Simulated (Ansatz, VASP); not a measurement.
**BeS in VASP and in Ansatz**

File INCAR:

```
ALGO     = Normal         # electronic algorithm
EDIFF    = 1E-7           # SCF threshold, eV
ENCUT    = 520            # plane-wave cutoff, eV
GGA      = CA             # functional
ISIF     = 2              # what is computed and relaxed
ISMEAR   = 0              # smearing method
LASPH    = T              # aspherical terms in the spheres
LCHARG   = F              # write CHGCAR
LREAL    = F              # projectors in reciprocal space
LWAVE    = F              # write WAVECAR
NBANDS   = 11             # bands
NELM     = 80             # most SCF steps
PREC     = Accurate       # precision mode
SIGMA    = 0.01           # smearing width, eV
```

KPOINTS

```
k-points
0
Gamma
  8 8 8
```

Contents of POSCAR:

```
BeS
1.0
    2.4142590500      2.4142590500      0.0000000000
   -2.4142590500      2.4142590500      0.0000000000
    0.0000000000      2.4142590500      2.4142590500
Be S
1 1
Direct
    0.0000000000      0.0000000000      0.0000000000
    0.7500000000      0.2500000000      0.5000000000
```

Input for Ansatz:

```yaml
crystal:
  lattice:
    - [2.41425904996, 2.41425904996, 0.0]
    - [-2.41425904996, 2.41425904996, 0.0]
    - [0.0, 2.41425904996, 2.41425904996]
  atoms:
    - { symbol: Be, position: [0.0, 0.0, 0.0] }
    - { symbol: S, position: [0.75, 0.25, 0.5] }
kpoints:
  mp_grid: { grid: [8, 8, 8] }
scf:
  occupations: { method: fixed }
  convergence: { dr2_threshold: 1.0e-10 }
hamiltonian:
  xc: lda
  pseudopotentials: { kind: all_electron, lapw: { basis_error: 0.0005 } }
output:
  forces: true
  stress: true
  eigenstates:
    kpoints:
      - [0.0, 0.0, 0.0]
      - [-0.5, 0.5, 0.0]
      - [-0.5, -0.5, -0.5]
      - [0.0, 0.0, -0.5]
      - [0.0, -0.5, -0.5]
      - [0.0, 0.5, 0.0]
      - [-0.5, 0.0, 0.0]
      - [-0.5, 0.0, -0.5]
  eigenvalues: true
```

Alike in both runs: task single point; functional LDA; k mesh 8 × 8 × 8; no spin polarisation.

```csv
,VASP,Ansatz
version,VASP 6.6.1,Ansatz 0.2.0
potentials or method,"VASP PAW LDA potentials, release 64 (Be, S)","all-electron LAPW, scalar-relativistic"
plane-wave cutoff (eV),520,see its input
occupations,"gaussian, width 0.01 eV",fixed
```

Ansatz gave:

```
gap on the k mesh at the Fermi level (eV) : 2.87
pressure (GPa)                            : -2.0
```

**Question.** Estimate VASP's values.

**Answer.** gap on the k mesh at the Fermi level (eV): 2.88; pressure (GPa): -1.9.

Ansatz ran all-electron here, so the differences hold the error of VASP's frozen core and of both bases.

A k mesh can miss the band edges. Expect the measured gap to be larger: semilocal functionals such as LDA lack the derivative discontinuity.
